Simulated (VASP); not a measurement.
# Au (Im-3m) in VASP: notebook

Runs on Au. Level: PBE. Tasks: single point.

All numbers are computed with VASP 6.6.1; they aren't measurements. Logs are shortened: lines on timing, memory, paths and dates and some standing lists are left out, and cuts for length are marked.

## Step 1: Starting point

The structure is cubic, space group Im-3m (No. 229). Conventional cell: a = 3.315 Å, b = 3.315 Å, c = 3.315 Å, α = 90.00°, β = 90.00°, γ = 90.00°. Around Au (site symmetry m-3m) lie 8 Au at 2.87 Å.

This isn't the form of Au at room conditions, which is fcc.

## Step 2: Single point, PBE

INCAR reads:

```
  ADDGRID = F
  ALGO = Normal
  EDIFF = 1E-6
  ENCUT = 280
  GGA = PE
  ISIF = 2
  ISMEAR = 1
  LASPH = T
  LCHARG = F
  LREAL = F
  LWAVE = F
  NBANDS = 12
  NELM = 100
  PREC = Accurate
  SIGMA = 0.15
```

KPOINTS reads:

```
k-points
0
Gamma
  3 3 3
```

POSCAR reads:

```
Au
1.0
   -1.6572690000      1.6572690000      1.6572690000
    1.6572690000     -1.6572690000      1.6572690000
    1.6572690000      1.6572690000     -1.6572690000
Au
1
Direct
    0.0000000000      0.0000000000      0.0000000000
```

Potentials or basis: VASP PAW PBE potentials, release 64 (Au).

On the command line:

```console
$ cat potpaw_PBE.64/Au/POTCAR > POTCAR
$ mpirun -np 1 vasp_std > vasp.out
```

OUTCAR:

```text
EDIFF = 1E-6
   ENCUT = 280
   GGA = PE
   ISIF = 2
   ISMEAR = 1
   LASPH = T
   LREAL = F
   NELM = 100
   PREC = Accurate

 Found      4 irreducible k-points:

 Following reciprocal coordinates:
            Coordinates               Weight
  0.000000  0.000000  0.000000      1.000000
  0.333333  0.000000  0.000000     12.000000
  0.333333  0.333333  0.000000      8.000000
 -0.333333  0.333333  0.333333      6.000000
   k-points           NKPTS =      4   k-points in BZ     NKDIM =      4   number of bands    NBANDS=     12
   number of dos      NEDOS =    301   number of ions     NIONS =      1
   total plane-waves  NPLWV =   4096
   dimension x,y,z NGX =    16 NGY =   16 NGZ =   16
   dimension x,y,z NGXF=    32 NGYF=   32 NGZF=   32
   ions per type =               1
   NGX,Y,Z   is equivalent  to a cutoff of   9.27,  9.27,  9.27 a.u.
   NGXF,Y,Z  is equivalent  to a cutoff of  18.53, 18.53, 18.53 a.u.
 SYSTEM =  unknown system
   PREC   = accura    normal or accurate (medium, high low for compatibility)
   ISTART =      0    job   : 0-new  1-cont  2-samecut
   ICHARG =      2    charge: 1-file 2-atom 10-const
   ISPIN  =      1    spin polarized calculation?
   LNONCOLLINEAR =      F non collinear calculations
   LSORBIT =      F    spin-orbit coupling
   LASPH  =      T    aspherical Exc in radial PAW
   ENCUT  =  280.0 eV  20.58 Ry    4.54 a.u.   3.92  3.92  3.92*2*pi/ulx,y,z
   NELM   =    100;   NELMIN=  2; NELMDL= -5     # of ELM steps
   EDIFF  = 0.1E-05   stopping-criterion for ELM
   LREAL  =      F    real-space projection
   EDIFFG = 0.1E-04   stopping-criterion for IOM
   NSW    =      0    number of steps for IOM
   IBRION =     -1    ionic relax: 0-MD 1-quasi-New 2-CG
   NFREE  =      0    steps in history (QN), initial steepest desc. (CG)
   ISIF   =      2    stress and relaxation
   ISYM   =      2    0-nonsym 1-usesym 2-fastsym
   POTIM  = 0.5000    time-step for ionic-motion
   TEBEG  =    0.0;   TEEND  =   0.0 temperature during run
   PSTRESS=    0.0 pullay stress
   NELECT =      11.0000    total number of electrons
   NUPDOWN=      -1.0000    fix difference up-down
   EMIN   =  10.00;   EMAX   =-10.00  energy-range for DOS
   EFERMI =   0.00;   METHOD = LEGACY
   ISMEAR =     1;   SIGMA  =   0.15  broadening in eV -4-tet -1-fermi 0-gaus
   EFERMI_NEDOS =   21; number of points for ismear=-14 and -15
   IALGO  =     38    algorithm
   IMIX   =      4    mixing-type and parameters
     AMIX     =   0.40;   BMIX     =  1.00
     AMIX_MAG =   1.60;   BMIX_MAG =  1.00
  volume/ion in A,a.u.               =      18.21       122.87
  Fermi-wavevector in a.u.,A,eV,Ry     =   1.383968  2.615320 26.060157  1.915367
  Thomas-Fermi vector in A             =   2.508516
   LORBIT       =      0    0 simple, 1 ext, 2 COOP (PROOUT), +10 PAW based schemes
   GGA     = PE    functional components
   LHFCALC =     F    Hartree Fock is set to
   AEXX    =    0.0000 exact exchange contribution
   IVDW    =     0    specifies the selected vdW correction
   LEPSILON=     F    determine dielectric tensor
   LRPA    =     F    only Hartree local field effects (RPA)
 non-spin polarized calculation
 Methfessel and Paxton  Order N= 1 SIGMA  =   0.15
  energy-cutoff  :      280.00
  volume of cell :       18.21
 maximum number of plane-waves:       204
   NGX =  7   NGY =  7   NGZ =  7

 number of electron      10.9999998 magnetization

 Free energy of the ion-electron system (eV)
  ---------------------------------------------------
  ext. energy  EPLUGINS =         0.00000000
  ---------------------------------------------------
  free energy    TOTEN  =        -3.50666781 eV

  energy without entropy =       -3.50469782  energy(sigma->0) =       -3.50601115

 E-fermi :   8.4794     XC(G=0): -12.3206

 val. band max:        6.1061916616   @ k =   0.3333   0.0000   0.0000
 cond. band min:       8.5682983463   @ k =  -0.3333   0.3333   0.3333
 fundamental gap:      2.4621066847
 Fermi energy:         8.4794082210

 k-point     1 :       0.0000    0.0000    0.0000
  band No.  band energies     occupation
      1      -0.7616      2.00000
      2       3.9499      2.00000
      3       3.9499      2.00000
      4       3.9499      2.00000
      5       5.6759      2.00000
      6       5.6759      2.00000
      7      24.9026      0.00000
      8      24.9026      0.00000
      9      24.9026      0.00000
     10      31.5703      0.00000
     11      31.5703      0.00000
     12      31.5703      0.00000

 k-point     2 :       0.3333    0.0000    0.0000
  band No.  band energies     occupation
      1       1.6712      2.00000
      2       3.1963      2.00000
      3       4.8892      2.00000
      4       5.5217      2.00000
      5       5.7882      2.00000
      6       6.1062      2.00000
      7      16.6147      0.00000
      8      21.9171      0.00000
      9      24.0395      0.00000
     10      28.4587      0.00000
     11      28.5002      0.00000
     12      31.6088      0.00000

 k-point     3 :       0.3333    0.3333    0.0000
  band No.  band energies     occupation
      1       2.7009      2.00000
      2       3.8241      2.00000
      3       3.8241      2.00000
      4       5.8465      2.00000
      5       5.8465      2.00000
      6      11.5689      0.00000
      7      13.7190      0.00000
      8      13.7190      0.00000
      9      22.3816      0.00000
     10      28.9714      0.00000
     11      28.9714      0.00000
     12      35.2694      0.00000

 k-point     4 :      -0.3333    0.3333    0.3333
  band No.  band energies     occupation
      1       2.9294      2.00000
      2       2.9548      2.00000
      3       5.2900      2.00000
      4       5.2900      2.00000
      5       5.9496      2.00000
      6       8.5683      0.16667
      7      18.3514      0.00000
      8      18.3514      0.00000
      9      19.9031      0.00000
     10      23.5739      0.00000
     11      28.7867      0.00000
     12      33.9686      0.00000

------------------------ aborting loop because EDIFF is reached ----------------------------------------

  FORCE on cell =-STRESS in cart. coord.  units (eV):
  Direction    XX          YY          ZZ          XY          YZ          ZX
  --------------------------------------------------------------------------------------
  -------------------------------------------------------------------------------------
  Total       -0.5300795     -0.5300795     -0.5300795      0.0000000     -0.0000000      0.0000000
  in kB      -46.6458009    -46.6458009    -46.6458009      0.0000000     -0.0000000      0.0000000
  external PRESSURE =     -46.6458009 kB  Pullay stress =       0.0000000 kB

 VOLUME and BASIS-vectors are now :
 -----------------------------------------------------------------------------
  energy-cutoff  :      280.00
  volume of cell :       18.21
      direct lattice vectors                 reciprocal lattice vectors
    -1.657269000  1.657269000  1.657269000     0.000000000  0.301701172  0.301701172
     1.657269000 -1.657269000  1.657269000     0.301701172  0.000000000  0.301701172
     1.657269000  1.657269000 -1.657269000     0.301701172  0.301701172  0.000000000

 POSITION                                       TOTAL-FORCE (eV/Angst)
 -----------------------------------------------------------------------------------
      0.00000      0.00000      0.00000        -0.000000      0.000000      0.000000
 -----------------------------------------------------------------------------------
    total drift:                                0.000000      0.000000     -0.000000

  FREE ENERGIE OF THE ION-ELECTRON SYSTEM (eV)
  ---------------------------------------------------
  free  energy   TOTEN  =        -3.5066678108 eV

  energy  without entropy=       -3.5046978217  energy(sigma->0) =       -3.50601115
```

Wall time 2.6 s (1 thread of Intel Xeon 6975P-C (Granite Rapids), shared host); peak memory 0.1 GiB.

These settings aren't checked as converged: the numbers below hold their error.

Results:

* Free energy: -3.5067 eV
* Pressure: -4.7 GPa
* Band gap on the k mesh: none (metal or under the smearing width)

Caveat: the k mesh is coarse (spacing up to 0.89 Å⁻¹), so the values aren't converged; the cutoff is under 1.25 times the usual one of these potentials, so pressure, stress and relaxed cells hold a basis-set (Pulay) error.

## Step 3: Single point, PBE

INCAR, as its differences from that of step 2:

```diff
@@ -3,3 +3,3 @@
   EDIFF = 1E-6
-  ENCUT = 280
+  ENCUT = 340
   GGA = PE
```

KPOINTS is that of step 2.

POSCAR is that of step 2.

Potentials or basis: VASP PAW PBE potentials, release 64 (Au).

On the command line:

```console
$ cat potpaw_PBE.64/Au/POTCAR > POTCAR
$ mpirun -np 1 vasp_std > vasp.out
```

OUTCAR:

```text
EDIFF = 1E-6
   ENCUT = 340
   GGA = PE
   ISIF = 2
   ISMEAR = 1
   LASPH = T
   LREAL = F
   NELM = 100
   PREC = Accurate

 Found      4 irreducible k-points:

 Following reciprocal coordinates:
            Coordinates               Weight
  0.000000  0.000000  0.000000      1.000000
  0.333333  0.000000  0.000000     12.000000
  0.333333  0.333333  0.000000      8.000000
 -0.333333  0.333333  0.333333      6.000000
   k-points           NKPTS =      4   k-points in BZ     NKDIM =      4   number of bands    NBANDS=     12
   number of dos      NEDOS =    301   number of ions     NIONS =      1
   total plane-waves  NPLWV =   5832
   dimension x,y,z NGX =    18 NGY =   18 NGZ =   18
   dimension x,y,z NGXF=    36 NGYF=   36 NGZF=   36
   ions per type =               1
   NGX,Y,Z   is equivalent  to a cutoff of  10.42, 10.42, 10.42 a.u.
   NGXF,Y,Z  is equivalent  to a cutoff of  20.85, 20.85, 20.85 a.u.
 SYSTEM =  unknown system
   PREC   = accura    normal or accurate (medium, high low for compatibility)
   ISTART =      0    job   : 0-new  1-cont  2-samecut
   ICHARG =      2    charge: 1-file 2-atom 10-const
   ISPIN  =      1    spin polarized calculation?
   LNONCOLLINEAR =      F non collinear calculations
   LSORBIT =      F    spin-orbit coupling
   LASPH  =      T    aspherical Exc in radial PAW
   ENCUT  =  340.0 eV  24.99 Ry    5.00 a.u.   4.32  4.32  4.32*2*pi/ulx,y,z
   NELM   =    100;   NELMIN=  2; NELMDL= -5     # of ELM steps
   EDIFF  = 0.1E-05   stopping-criterion for ELM
   LREAL  =      F    real-space projection
   EDIFFG = 0.1E-04   stopping-criterion for IOM
   NSW    =      0    number of steps for IOM
   IBRION =     -1    ionic relax: 0-MD 1-quasi-New 2-CG
   NFREE  =      0    steps in history (QN), initial steepest desc. (CG)
   ISIF   =      2    stress and relaxation
   ISYM   =      2    0-nonsym 1-usesym 2-fastsym
   POTIM  = 0.5000    time-step for ionic-motion
   TEBEG  =    0.0;   TEEND  =   0.0 temperature during run
   PSTRESS=    0.0 pullay stress
   NELECT =      11.0000    total number of electrons
   NUPDOWN=      -1.0000    fix difference up-down
   EMIN   =  10.00;   EMAX   =-10.00  energy-range for DOS
   EFERMI =   0.00;   METHOD = LEGACY
   ISMEAR =     1;   SIGMA  =   0.15  broadening in eV -4-tet -1-fermi 0-gaus
   EFERMI_NEDOS =   21; number of points for ismear=-14 and -15
   IALGO  =     38    algorithm
   IMIX   =      4    mixing-type and parameters
     AMIX     =   0.40;   BMIX     =  1.00
     AMIX_MAG =   1.60;   BMIX_MAG =  1.00
  volume/ion in A,a.u.               =      18.21       122.87
  Fermi-wavevector in a.u.,A,eV,Ry     =   1.383968  2.615320 26.060157  1.915367
  Thomas-Fermi vector in A             =   2.508516
   LORBIT       =      0    0 simple, 1 ext, 2 COOP (PROOUT), +10 PAW based schemes
   GGA     = PE    functional components
   LHFCALC =     F    Hartree Fock is set to
   AEXX    =    0.0000 exact exchange contribution
   IVDW    =     0    specifies the selected vdW correction
   LEPSILON=     F    determine dielectric tensor
   LRPA    =     F    only Hartree local field effects (RPA)
 non-spin polarized calculation
 Methfessel and Paxton  Order N= 1 SIGMA  =   0.15
  energy-cutoff  :      340.00
  volume of cell :       18.21
 maximum number of plane-waves:       267
 NGX is ok and might be reduce to    18
   NGX =  9   NGY =  9   NGZ =  9

 number of electron      10.9999998 magnetization

 Free energy of the ion-electron system (eV)
  ---------------------------------------------------
  ext. energy  EPLUGINS =         0.00000000
  ---------------------------------------------------
  free energy    TOTEN  =        -3.49791747 eV

  energy without entropy =       -3.49594749  energy(sigma->0) =       -3.49726081

 E-fermi :   8.4803     XC(G=0): -12.3197

 val. band max:        6.0984035582   @ k =   0.3333   0.0000   0.0000
 cond. band min:       8.5691705530   @ k =  -0.3333   0.3333   0.3333
 fundamental gap:      2.4707669948
 Fermi energy:         8.4802804276

 k-point     1 :       0.0000    0.0000    0.0000
  band No.  band energies     occupation
      1      -0.7586      2.00000
      2       3.9419      2.00000
      3       3.9419      2.00000
      4       3.9419      2.00000
      5       5.6696      2.00000
      6       5.6696      2.00000
      7      24.9021      0.00000
      8      24.9021      0.00000
      9      24.9021      0.00000
     10      31.5785      0.00000
     11      31.5785      0.00000
     12      31.5785      0.00000
[... 31 lines left out ...]
 k-point     4 :      -0.3333    0.3333    0.3333
  band No.  band energies     occupation
      1       2.9247      2.00000
      2       2.9493      2.00000
      3       5.2828      2.00000
      4       5.2828      2.00000
      5       5.9429      2.00000
      6       8.5692      0.16667
      7      18.3525      0.00000
      8      18.3525      0.00000
      9      19.9055      0.00000
     10      23.5670      0.00000
     11      28.7862      0.00000
     12      33.9628      0.00000

------------------------ aborting loop because EDIFF is reached ----------------------------------------

  FORCE on cell =-STRESS in cart. coord.  units (eV):
  Direction    XX          YY          ZZ          XY          YZ          ZX
  --------------------------------------------------------------------------------------
  -------------------------------------------------------------------------------------
  Total       -0.5861177     -0.5861177     -0.5861177     -0.0000000      0.0000000      0.0000000
  in kB      -51.5770356    -51.5770356    -51.5770356     -0.0000000      0.0000000      0.0000000
  external PRESSURE =     -51.5770356 kB  Pullay stress =       0.0000000 kB

 VOLUME and BASIS-vectors are now :
 -----------------------------------------------------------------------------
  energy-cutoff  :      340.00
  volume of cell :       18.21
      direct lattice vectors                 reciprocal lattice vectors
    -1.657269000  1.657269000  1.657269000     0.000000000  0.301701172  0.301701172
     1.657269000 -1.657269000  1.657269000     0.301701172  0.000000000  0.301701172
     1.657269000  1.657269000 -1.657269000     0.301701172  0.301701172  0.000000000

 POSITION                                       TOTAL-FORCE (eV/Angst)
 -----------------------------------------------------------------------------------
      0.00000      0.00000      0.00000        -0.000000      0.000000     -0.000000
 -----------------------------------------------------------------------------------
    total drift:                                0.000000      0.000000      0.000000

  FREE ENERGIE OF THE ION-ELECTRON SYSTEM (eV)
  ---------------------------------------------------
  free  energy   TOTEN  =        -3.4979174747 eV

  energy  without entropy=       -3.4959474856  energy(sigma->0) =       -3.49726081
```

OSZICAR:

```text
N       E                     dE             d eps       ncg     rms          rms(c)
DAV:   1     0.264964568025E+02    0.26496E+02   -0.45127E+03   120   0.561E+02
DAV:   2    -0.352155576625E+01   -0.30018E+02   -0.29716E+02   116   0.135E+02
DAV:   3    -0.372793515157E+01   -0.20638E+00   -0.20632E+00   116   0.108E+01
DAV:   4    -0.372858340231E+01   -0.64825E-03   -0.64823E-03   112   0.695E-01
DAV:   5    -0.372858859444E+01   -0.51921E-05   -0.51931E-05   124   0.599E-02    0.655E+00
DAV:   6    -0.351401025944E+01    0.21458E+00   -0.58641E-01   100   0.616E+00    0.428E+00
DAV:   7    -0.349948378272E+01    0.14526E-01   -0.49624E-02   112   0.182E+00    0.225E+00
DAV:   8    -0.349792843994E+01    0.15553E-02   -0.90645E-04   104   0.236E-01    0.245E-01
DAV:   9    -0.349791221397E+01    0.16226E-04   -0.72260E-06   112   0.203E-02    0.440E-02
DAV:  10    -0.349791756556E+01   -0.53516E-05   -0.24411E-06   104   0.151E-02    0.703E-03
DAV:  11    -0.349791747472E+01    0.90837E-07   -0.74362E-08    48   0.218E-03
   1 F= -.34979175E+01 E0= -.34972608E+01  d E =-.196999E-02
```

stdout:

```text
POSCAR found type information on POSCAR Au
 POSCAR found :  1 types and       1 ions
 scaLAPACK will be used
 LDA part: xc-table for (Slater+PW92), standard interpolation
 POSCAR, INCAR and KPOINTS ok, starting setup
 FFT: planning ... GRIDC
 FFT: planning ... GRID_SOFT
 FFT: planning ... GRID
 WAVECAR not read
 entering main loop
```

Wall time 2.9 s (1 thread of Intel Xeon 6975P-C (Granite Rapids), shared host); peak memory 0.1 GiB.

These settings aren't checked as converged: the numbers below hold their error.

What came out:

```
Free energy            : -3.4979 eV
Pressure               : -5.2 GPa
Band gap on the k mesh : none (metal or under the smearing width)
```

Caveat: the k mesh is coarse (spacing up to 0.89 Å⁻¹), so the values aren't converged.

## Step 4: The reference run

An earlier run on the cell as given: functional PBE; potentials or basis VASP PAW PBE potentials, release 64 (Au); cutoff 520 eV; k mesh 11 × 11 × 11; occupations fermi-dirac, width 0.05 eV; no spin polarisation.

- Pressure: -1.1 GPa
- Band gap on the k mesh: none (metal or under the smearing width)
